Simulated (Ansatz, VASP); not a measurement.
**Cr2CdSe4: VASP beside Ansatz**

Wanted: the spread between two codes on one cell, functional and k mesh. The two relaxations start from unlike cells of this crystal (the structure described is Ansatz's start), so only their ends are compared.

Calculated with Ansatz 0.2.0; plane waves, with VASP 6.6.1 beside it; relaxation of cell and atoms at PBEsol, DFT+U.

### 1. Starting point

Symmetry: Fd-3m, No. 227, cubic system. The conventional cell has a = 10.740 Å, b = 10.740 Å, c = 10.740 Å, α = 90.00°, β = 90.00°, γ = 90.00°. Nearest to Cr lie 6 Se at 2.54 Å. Cd has 4 Se at 2.59 Å nearest. Nearest to Se lie 3 Cr at 2.54 Å and 1 Cd at 2.59 Å. Farther neighbours and most contacts between anions are not listed.

Coordinates:

```cif
data_structure
_symmetry_space_group_name_H-M 'P 1'
_symmetry_Int_Tables_number 1
_cell_length_a 7.5943
_cell_length_b 7.5943
_cell_length_c 7.5943
_cell_angle_alpha 60.000
_cell_angle_beta 60.000
_cell_angle_gamma 60.000
_cell_volume 309.71
loop_
_atom_site_label
_atom_site_type_symbol
_atom_site_fract_x
_atom_site_fract_y
_atom_site_fract_z
_atom_site_occupancy
Cr1 Cr 0.62500 0.62500 0.62500 1
Cr2 Cr 0.12500 0.62500 0.62500 1
Cr3 Cr 0.62500 0.62500 0.12500 1
Cr4 Cr 0.62500 0.12500 0.62500 1
Cd5 Cd 0.00000 0.00000 0.00000 1
Cd6 Cd 0.25000 0.25000 0.25000 1
Se7 Se 0.38940 0.38940 0.38940 1
Se8 Se 0.41820 0.86060 0.86060 1
Se9 Se 0.38940 0.38940 0.83180 1
Se10 Se 0.86060 0.41820 0.86060 1
Se11 Se 0.83180 0.38940 0.38940 1
Se12 Se 0.86060 0.86060 0.86060 1
Se13 Se 0.38940 0.83180 0.38940 1
Se14 Se 0.86060 0.86060 0.41820 1
```

### 2. Ansatz: relaxation of cell and atoms, PBEsol, DFT+U

Ansatz runs on its default PAW (the set named soft_2) files.

The relaxed volume is the usual yardstick between codes: in a stiff, nearly cubic crystal its relative difference is about their pressure difference at one cell divided by the bulk modulus.

The input, input.yaml:

```yaml
crystal:
  lattice:
    - [0.0, 5.37, 5.37]
    - [5.37, 0.0, 5.37]
    - [5.37, 5.37, 0.0]
  atoms:
    - { symbol: Cr, position: [0.625, 0.625, 0.625], spin: 3.0 }
    - { symbol: Cr, position: [0.125, 0.625, 0.625], spin: 3.0 }
    - { symbol: Cr, position: [0.625, 0.625, 0.125], spin: 3.0 }
    - { symbol: Cr, position: [0.625, 0.125, 0.625], spin: 3.0 }
    - { symbol: Cd, position: [0.0, 0.0, 0.0] }
    - { symbol: Cd, position: [0.25, 0.25, 0.25] }
    - { symbol: Se, position: [0.3894, 0.3894, 0.3894] }
    - { symbol: Se, position: [0.4182, 0.8606, 0.8606] }
    - { symbol: Se, position: [0.3894, 0.3894, 0.8318] }
    - { symbol: Se, position: [0.8606, 0.4182, 0.8606] }
    - { symbol: Se, position: [0.8318, 0.3894, 0.3894] }
    - { symbol: Se, position: [0.8606, 0.8606, 0.8606] }
    - { symbol: Se, position: [0.3894, 0.8318, 0.3894] }
    - { symbol: Se, position: [0.8606, 0.8606, 0.4182] }
kpoints:
  mp_grid: { grid: [6, 6, 6] }
hamiltonian:
  xc: pbesol
  hubbard: { sites: [{ species: Cr, l: d, u_eff: 3.7 }] }
scf:
  occupations: { method: gaussian, width: 0.01 }
output:
  forces: true
  stress: true
  eigenvalues: true
  populations: true
  write_density: true
  write_potential: true
  elf: true
  volumetric_format: npy
magnetization:
  spin_polarized: true
relax:
  adjacent_minimum: "off"
  f_tol: 0.005
  max_steps: 60
  cell: { stress_tol: 0.03 }
```

On the command line:

```
ansatz run input.yaml --threads 8 --pin off --max-ram 16384MiB --backend cpu --events-out ev --progress --plain --runs-dir out
```

Numbers of over 12 decimals in the logs are rounded to 6 here.

Log:

```text
Cr: projections on atomic orbitals take those of the free atom [Ne] 3s2 3p6 3d5 4s1, of charge +0.00 (hamiltonian.pseudopotentials.projection_atoms); the dataset's partial waves leave at most 7.0e-7 of an orbital's norm unspanned inside its sphere
Cd: projections on atomic orbitals take those of the free atom [Ar 3d10] 4s2 4p6 4d10 5s2, of charge +0.00 (hamiltonian.pseudopotentials.projection_atoms); the dataset's partial waves leave at most 1.3e-5 of an orbital's norm unspanned inside its sphere
Se: projections on atomic orbitals take those of the free atom [Ar] 3d10 4s2 4p4, of charge +0.00 (hamiltonian.pseudopotentials.projection_atoms); the dataset's partial waves leave at most 2.3e-6 of an orbital's norm unspanned inside its sphere
Engine: ansatz 0.2.0, aarch64-unknown-linux-gnu
Pseudopotentials: kind: paw
Pseudopotential: Cr, paw, valence charge 14, recommended cutoff 420 eV (normal), Cr.paw.azcp
Pseudopotential: Cd, paw, valence charge 20, recommended cutoff 420 eV (normal), Cd.paw.azcp
Pseudopotential: Se, paw, valence charge 16, recommended cutoff 420 eV (normal), Se.paw.azcp
Functional definition: PBEsol
  exchange = pbesol_x
  correlation = pbesol_c
Crystal: 14 atoms, lattice volume = 309.708 Å³
Basis set: ecut = 420 eV, 5985 PW (Γ), exchange–correlation on 108×108×108 points (8 copies of the dense FFT grid, shifted against one another)
Bands: 142, of which v1, the nominal top of the filled ones, is band 112 counted from 1 (111 counted from 0)
Symmetry: 48 space group operations
Space group: Fd-3m (ITA 227), of the structure as read, at distance tolerance 6.8e-5 Å
Magnetic group: BNS 227.128 (UNI 1630), of the structure as read, at distance tolerance 6.8e-5 Å
k-points: 16 of 216
Non-local potential: Cr, projectors of the file, l = 0: 3, l = 1: 2, l = 2: 3, l = 3: 1
Non-local potential: Cd, projectors of the file, l = 0: 3, l = 1: 2, l = 2: 2, l = 3: 1
Non-local potential: Se, projectors of the file, l = 0: 2, l = 1: 2, l = 2: 3, l = 3: 1
PAW form: soft (Blöchl's): semilocal exchange-correlation on the pseudo side does not see the compensation charge
PAW frozen core: Cr, regenerated for the run's functional, and the local potential with it (the file was generated under x = pbe(κ = 0.804, μ = 0.219515), c = pbe(β = 0.066725))
PAW frozen core: Cd, regenerated for the run's functional, and the local potential with it (the file was generated under x = pbe(κ = 0.804, μ = 0.219515), c = pbe(β = 0.066725))
PAW frozen core: Se, regenerated for the run's functional, and the local potential with it (the file was generated under x = pbe(κ = 0.804, μ = 0.219515), c = pbe(β = 0.066725))
PAW one-centre angular grid: Cr, 590 points (default); XC on 64 Gauss nodes
PAW one-centre angular grid: Cd, 590 points (default); XC on 64 Gauss nodes
PAW one-centre angular grid: Se, 590 points (default); XC on 64 Gauss nodes
Initial density: superposition of atomic densities (chi_scale 0.1, normalization cell, long waves kept (reshape's long-wave potential 0.04 eV rms))
Starting moments: Σ|m| = 12 μB on 4 of 14 sites
Initial wavefunctions: pseudopotential atomic-orbital guess
Functional: x = pbesol(κ = 0.804, μ = 0.123457), c = pbesol(β = 0.046)
SCF iter   1: F=—  HF=-73156.670453 eV  |F-HF|=—  |Δ(HF+E_count)|=         —  Δρ=4.86e-2 (↑4.86e-2 ↓3.62e-2)  dr2=8.17e0  dr2_m=3.50e0  M=12.284 μB ∫|m|=16.554 μB  β_m=1.00  ethr=3.10e-3  ⟨swp⟩=5.6  Hψ=15314  notcnv=0  defer=24
preconditioner: auto → Resta (q_TF=auto, 2.585 Å⁻¹)  ε∞=5.0  [insulator: Δε(μ)=0.017 eV  Ē_g=10.278 eV  σ=0.010 eV  W_gap=0.76  n_scr=88 (ndim 8)  ℏωp=20.7 eV  f_vac=0.055  D(μ)=3.33/eV (n_scr^D=14)  ε∞_Penn≈5.0]
spin=Collinear: Resta preconditioning applied to the charge; magnetization (m = ρ↑ − ρ↓) channel mixes plain (no charge-response kernel on spin).
SCF iter   2: F=—  HF=-73156.465034 eV  |F-HF|=—  |Δ(HF+E_count)|=   2.05e-1  Δρ=1.69e-2 (↑1.69e-2 ↓1.49e-2)  dr2=2.62e0  dr2_m=2.22e-2  M=12.000 μB ∫|m|=16.974 μB  β_m=1.00  ethr=3.10e-3  ⟨swp⟩=2.0  Hψ=6887  notcnv=0  defer=600
preconditioner: auto → Kerker (q_TF=auto, 2.585 Å⁻¹)  [metal: Δε(μ)=0.005 eV  Ē_g=10.378 eV  σ=0.010 eV  W_gap=0.25  n_scr=88 (ndim 8)  ℏωp=20.7 eV  f_vac=0.059  D(μ)=2.21/eV (n_scr^D=8)]
spin=Collinear: Kerker preconditioning applied to the charge; magnetization (m = ρ↑ − ρ↓) channel mixes plain (no charge-response kernel on spin).
SCF iter   3: F=—  HF=-73156.625971 eV  |F-HF|=—  |Δ(HF+E_count)|=   1.61e-1  Δρ=8.87e-3 (↑8.87e-3 ↓8.41e-3)  dr2=6.85e-1  dr2_m=2.26e-3  M=12.000 μB ∫|m|=17.037 μB  β_m=1.00  ethr=1.17e-3  ⟨swp⟩=2.4  Hψ=5615  notcnv=0  defer=600
SCF iter   4: F=—  HF=-73156.877682 eV  |F-HF|=—  |Δ(HF+E_count)|=   2.52e-1  Δρ=4.17e-3 (↑4.17e-3 ↓4.01e-3)  dr2=1.21e-1  dr2_m=3.48e-3  M=12.000 μB ∫|m|=17.095 μB  β_m=1.00  ethr=3.06e-4  ⟨swp⟩=2.7  Hψ=6313  notcnv=0  defer=593
[...]
atom   2  Cr    -0.00000000     0.00000000     0.00000000
  atom   3  Cr    -0.00000000     0.00000000     0.00000000
  atom   4  Cr    -0.00000000    -0.00000000    -0.00000000
  atom   5  Cd     0.00000000     0.00000000     0.00000000
  atom   6  Cd    -0.00000000    -0.00000000    -0.00000000
  atom   7  Se     0.00395329     0.00395329     0.00395329
  atom   8  Se    -0.00395329     0.00395329     0.00395329
  atom   9  Se    -0.00395329    -0.00395329     0.00395329
  atom  10  Se     0.00395329    -0.00395329     0.00395329
  atom  11  Se     0.00395329    -0.00395329    -0.00395329
  atom  12  Se    -0.00395329    -0.00395329    -0.00395329
  atom  13  Se    -0.00395329     0.00395329    -0.00395329
  atom  14  Se     0.00395329     0.00395329    -0.00395329
  max |Σ_I F_I| component: 1.56e-17 eV/Å
--- Stress (GPa, compression-positive) ---
       -0.004488      -0.000000      -0.000000
       -0.000000      -0.004488      -0.000000
       -0.000000       0.000000      -0.004488
  P = ⅓ Tr σ = -0.0045 GPa (-0.045 kbar)
--- Band table (eV; the first three rows and the last of 32) ---
  k-point 0 ↑: bands = [... 108 lower, 6.9490, 7.2083, 7.2083, 7.2083, 7.7203, 7.7203, 7.7203, 9.2520, ... 26 higher]
  k-point 1 ↑: bands = [... 108 lower, 7.1568, 7.1746, 7.1943, 7.1943, 7.7092, 7.7092, 7.7867, 8.7010, ... 26 higher]
  k-point 2 ↑: bands = [... 108 lower, 7.0402, 7.3222, 7.3363, 7.3363, 7.8655, 7.9232, 7.9651, 7.9651, ... 26 higher]
  k-point 15 ↓: bands = [... 108 lower, 12.1803, 12.1803, 12.3911, 12.3911, 12.6368, 12.6368, 12.7089, 12.7089, ... 26 higher]
Occupation matrices written to <dir>
--- Relaxed structure (3 steps of the walk, 3 accepted, 1 SCFs on fresh bases) ---
  F+E_penalty+E_count = -73157.35956629 eV   max|allowed force component| = 3.953e-3 eV/Å   (the final SCF, on the basis selected at the relaxed cell)
  cell:  # Å, volume = 314.6246 Å³
    - [0, 5.398266, 5.398266]
    - [5.398266, 0, 5.398266]
    - [5.398266, 5.398266, 0]
  atoms:
    - { symbol: Cr, position: [0.625000, 0.625000, 0.625000] }
    - { symbol: Cr, position: [0.125000, 0.625000, 0.625] }
    - { symbol: Cr, position: [0.625000, 0.625000, 0.125000] }
    - { symbol: Cr, position: [0.625000, 0.125000, 0.625] }
    - { symbol: Cd, position: [0, 0, 0] }
    - { symbol: Cd, position: [0.25, 0.25, 0.25] }
    - { symbol: Se, position: [0.389400, 0.389400, 0.389400] }
    - { symbol: Se, position: [0.418199, 0.860600, 0.860600] }
    - { symbol: Se, position: [0.389400, 0.389400, 0.831801] }
    - { symbol: Se, position: [0.860600, 0.418199, 0.860600] }
    - { symbol: Se, position: [0.831801, 0.389400, 0.389400] }
    - { symbol: Se, position: [0.860600, 0.860600, 0.860600] }
    - { symbol: Se, position: [0.389400, 0.831801, 0.389400] }
    - { symbol: Se, position: [0.860600, 0.860600, 0.418199] }
--- Löwdin populations: 14 sites ---
  site symbol       q [e]    m [muB]
     0     Cr     13.2446     3.6126
     1     Cr     13.2446     3.6126
     2     Cr     13.2446     3.6126
     3     Cr     13.2446     3.6126
     4     Cd     18.7730     0.0054
     5     Cd     18.7730     0.0054
     6     Se     16.5654    -0.3315
     7     Se     16.5654    -0.3315
     8     Se     16.5654    -0.3315
     9     Se     16.5654    -0.3315
    10     Se     16.5654    -0.3315
    11     Se     16.5654    -0.3315
    12     Se     16.5654    -0.3315
    13     Se     16.5654    -0.3315
  spilling = 0.004252 (of n_electrons = 224.000000)
```

The column dr2 measures how far the density is from self-consistency, as an energy; F and HF (Harris–Foulkes) agree once it is small.

(Continued in part 2 of 2.)

[Lines on the potential files, build, host, timing and source positions are cut from VASP's logs without a mark.]

[Logs are printed without paths, hosts, clocks, repeated set-up lines and the standing remarks that a program may print on its own settings, such as how far it seeks lower states.]

[Hosts, paths, dates, database ids (printed as entryN), source tags and the programs' standing remarks are cut or masked in the printed files.]
